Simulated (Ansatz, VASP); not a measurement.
Al in VASP and in Ansatz

```
Al
1.0
     0.00000    1.83205    2.15067
     1.83205    0.00000    2.15067
     1.83205    1.83205    0.00000
Al
1
Direct
  0.00000 0.00000 0.00000
```

Change from the starting cell: strain -0.080 along x and y, +0.080 along z, atoms carried along.

Alike in both runs: task single point; functional PBE; dispersion D3(BJ); k mesh 26 × 26 × 26; occupations gaussian, width 0.15 eV; no spin polarisation.

|  | VASP | Ansatz |
| --- | --- | --- |
| version | VASP 6.6.1 | Ansatz 0.2.0 |
| potentials or method | VASP PAW PBE potentials, release 64 (Al) | scalar-relativistic, plane waves, PAW |
| plane-wave cutoff (eV) | 520 | 420 |
| valence electrons in the cell | 3 | 3 |

VASP gave:

```
gap on the k mesh at the Fermi level (eV)       : none
pressure (GPa)                                  : 12.2
largest component of the traceless stress (GPa) : 12.38
```

**Question.** Estimate Ansatz's values.

**Answer.** gap on the k mesh at the Fermi level (eV): none; pressure (GPa): 12.3; largest component of the traceless stress (GPa): 12.38.

A gap of «none» marks a metal or a gap that the smearing closes.

Caveats: pairwise dispersion overbinds metals, which lowers pressure and volume.
